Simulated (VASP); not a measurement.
# BaS: input slips in a relaxation and what they do, part 2 of 2

Aim: see how common mistakes in a VASP relaxation show up, on BaS. The starting structure is a measured crystal structure from the Crystallography Open Database.

VASP 6.6.1.

Results so far: reference 32.19 Å³ an atom; a smearing far too wide 32.30 Å³ an atom; too few electronic steps 32.20 Å³ an atom.

## (5) Relaxation with a cutoff far too low

Level of this step: PBEsol; plane waves and PAW (Ba_sv, S) (VASP).

A slip made on purpose: a cutoff far too low. Against step 2 the input has PREC = Normal and ENCUT = 140 (also changed: NELM).

File INCAR:

```
SYSTEM = BaS
PREC = Normal
ENCUT = 140
EDIFF = 1E-06
NELM = 60
ISMEAR = 0
SIGMA = 0.03
LREAL = .FALSE.
ALGO = Normal
GGA = PS
NBANDS = 14
LORBIT = 11
LWAVE = .FALSE.
LCHARG = .FALSE.
KPAR = 2
IBRION = 2
NSW = 50
ISIF = 3
EDIFFG = -0.01
```

File POSCAR:

```
BaS
1.0
    0.0000000000      3.1937500000      3.1937500000
    3.1937500000      0.0000000000      3.1937500000
    3.1937500000      3.1937500000      0.0000000000
Ba S
1 1
Direct
    0.0000000000      0.0000000000      0.0000000000
    0.5000000000      0.5000000000      0.5000000000
```

File KPOINTS:

```
Automatic mesh
0
Gamma
6 6 6
0 0 0
```

Potentials, in the order of the species: Ba_sv and S (PBE family, release 64).

Launch:

```sh
> mpirun -np 2 vasp_std
```

Output:

```text
[... set-up lines as in an earlier step ...]
 entering main loop
       N       E                     dE             d eps       ncg     rms          rms(c)
DAV:   1     0.207741815450E+02    0.20774E+02   -0.32544E+03   512   0.351E+02
DAV:   2    -0.101018631136E+02   -0.30876E+02   -0.28605E+02   620   0.990E+01
DAV:   3    -0.110321973213E+02   -0.93033E+00   -0.92816E+00   552   0.159E+01
DAV:   4    -0.110431285454E+02   -0.10931E-01   -0.10929E-01   586   0.197E+00
[...]
DAV:  11    -0.107267053081E+02    0.25807E-04   -0.26279E-04   526   0.945E-02    0.800E-02
DAV:  12    -0.107266949030E+02    0.10405E-04   -0.22367E-05   544   0.318E-02    0.406E-02
DAV:  13    -0.107266942364E+02    0.66665E-06   -0.19823E-06   468   0.768E-03
   1 F= -.10726694E+02 E0= -.10726694E+02  d E =-.107267E+02
[... from here on, the cycles between the ionic steps are left out ...]
   2 F= -.10387771E+02 E0= -.10387771E+02  d E =0.338923E+00
   3 F= -.11034770E+02 E0= -.11034770E+02  d E =-.308075E+00
   4 F= -.11035406E+02 E0= -.11035406E+02  d E =-.308712E+00
   5 F= -.11035356E+02 E0= -.11035356E+02  d E =-.308662E+00
   6 F= -.11035304E+02 E0= -.11035304E+02  d E =0.521144E-04
   7 F= -.11035419E+02 E0= -.11035419E+02  d E =-.628573E-04
[...]
reached required accuracy - stopping structural energy minimisation
```

It took 3.2 s on 2 MPI ranks of Intel Xeon 6975P-C (Granite Rapids), shared host; peak memory 0.2 GiB; 3 s of CPU time.

Parts of OUTCAR (step 5):

```text
  Total        0.0100263      0.0100263      0.0100263      0.0000000     -0.0000000      0.0000000
  in kB        0.2835821      0.2835821      0.2835821      0.0000000     -0.0000000      0.0000000
  external PRESSURE =       0.2835821 kB  Pullay stress =       0.0000000 kB

 POSITION                                       TOTAL-FORCE (eV/Angst)
 -----------------------------------------------------------------------------------
      0.00000      0.00000      0.00000        -0.000000      0.000000     -0.000000
      3.04822      3.04822      3.04822         0.000000     -0.000000      0.000000
 -----------------------------------------------------------------------------------
    total drift:                               -0.000000      0.000000     -0.000000

  FREE ENERGIE OF THE ION-ELECTRON SYSTEM (eV)
  ---------------------------------------------------
  free  energy   TOTEN  =       -11.0354193450 eV

  energy  without entropy=      -11.0354193450  energy(sigma->0) =      -11.03541934

[... 2 parts as in an earlier step ...]

[... 2 further parts left out ...]
[key lines of the parts left out:]
E-fermi :   2.3248
```

With a cutoff far too low the cell ends at 28.323 Å³ an atom, -12.01 % from the reference.

## (6) Relaxation with too few ionic steps

A slip made on purpose: too few ionic steps. Against step 2 the input has NSW = 2 (also changed: NELM).

Changes to INCAR since step 5:

```diff
@@ -1,4 +1,4 @@
 SYSTEM = BaS
-PREC = Normal
-ENCUT = 140
+PREC = Accurate
+ENCUT = 450
 EDIFF = 1E-06
@@ -16,3 +16,3 @@
 IBRION = 2
-NSW = 50
+NSW = 2
 ISIF = 3
```

POSCAR is that of step 5.

KPOINTS is that of step 5.

Launch:

```sh
> mpirun -np 2 vasp_std
```

Output:

```text
[... set-up lines as in an earlier step ...]
 entering main loop
       N       E                     dE             d eps       ncg     rms          rms(c)
[... 13 cycles as in an earlier step ...]
   1 F= -.10717510E+02 E0= -.10717510E+02  d E =-.107175E+02
[...]
N       E                     dE             d eps       ncg     rms          rms(c)
[... 7 cycles as in an earlier step ...]
   2 F= -.10718673E+02 E0= -.10718673E+02  d E =-.116328E-02
 trial-energy change:   -0.001163  1 .order   -0.001145   -0.003442    0.001151
 step:   0.7537(harm=  0.7494)  dis= 0.00000  next Energy=   -10.718815 (dE=-0.130E-02)
```

Run time: 5.8 s. Hardware: 2 MPI ranks; peak memory 0.36 GiB.

OUTCAR, selected parts (step 6):

```text
  Total        0.0729216      0.0729216      0.0729216      0.0000000      0.0000000      0.0000000
  in kB        1.8218225      1.8218225      1.8218225      0.0000000      0.0000000      0.0000000
  external PRESSURE =       1.8218225 kB  Pullay stress =       0.0000000 kB

 POSITION                                       TOTAL-FORCE (eV/Angst)
 -----------------------------------------------------------------------------------
      0.00000      0.00000      0.00000         0.000000     -0.000000     -0.000000
      3.17695      3.17695      3.17695         0.000000      0.000000      0.000000
 -----------------------------------------------------------------------------------
    total drift:                                0.000000     -0.000000     -0.000000

  FREE ENERGIE OF THE ION-ELECTRON SYSTEM (eV)
  ---------------------------------------------------
  free  energy   TOTEN  =       -10.7186731451 eV

  energy  without entropy=      -10.7186731451  energy(sigma->0) =      -10.71867315

[... 1 part as in an earlier step ...]

[... 2 further parts left out ...]
[key lines of the parts left out:]
E-fermi :   1.5636
```

The relaxation used up its 2 ionic steps (NSW) before forces and stress met EDIFFG.

## (7) The runs compared

| run | ended | volume (Å³/atom) | change (%) | pressure left (GPa) | core minutes |
| --- | --- | --- | --- | --- | --- |
| reference | converged | 32.19 | - | 0.0 | 0.267 |
| a smearing far too wide | converged | 32.296 | 0.33 | 0.0 | 0.24 |
| too few electronic steps | converged | 32.197 | 0.02 | 0.01 | 0.867 |
| a cutoff far too low | converged | 28.323 | -12.01 | 0.03 | 0.107 |
| too few ionic steps | not converged | - | - | - | 0.193 |

Core minutes are wall time times ranks, summed over the relaxations behind a row (those for a bulk modulus apart), on shared hosts.

## (8) What came out

```
volume of the reference                                : 32.19 Å³/atom
volume against the reference, a smearing far too wide  : +0.33 %
volume against the reference, too few electronic steps : +0.02 %
volume against the reference, a cutoff far too low     : -12.01 %
run with too few ionic steps                           : not converged
```

In words: The run with too few ionic steps didn't converge. Finished, but with signs in the output that stand out against the reference: a smearing far too wide, with the volume changed by +0.3 % (signs: a warning that the highest band is occupied and a large entropy term in the energy); too few electronic steps, with the volume changed by less than 0.1 % (signs: warnings that the electronic loop ran out of cycles, 16.3 GPa at the first ionic step (reference: -0.5 GPa) and an energy that rises by up to 0.9 eV an atom on the way); a cutoff far too low, with the volume changed by -12.0 % (signs: -10.6 GPa at the first ionic step (reference: -0.5 GPa) and an energy that rises by up to 0.2 eV an atom on the way). Further runs on this material are not shown.

[Lines on the potential files, build, host, timing and source positions are cut from VASP's logs without a mark.]

[Logs are printed without paths, hosts, clocks, repeated set-up lines and the standing remarks that a program may print on its own settings, such as how far it seeks lower states.]

[Hosts, paths, dates, database ids (printed as entryN), source tags and the programs' standing remarks are cut or masked in the printed files.]
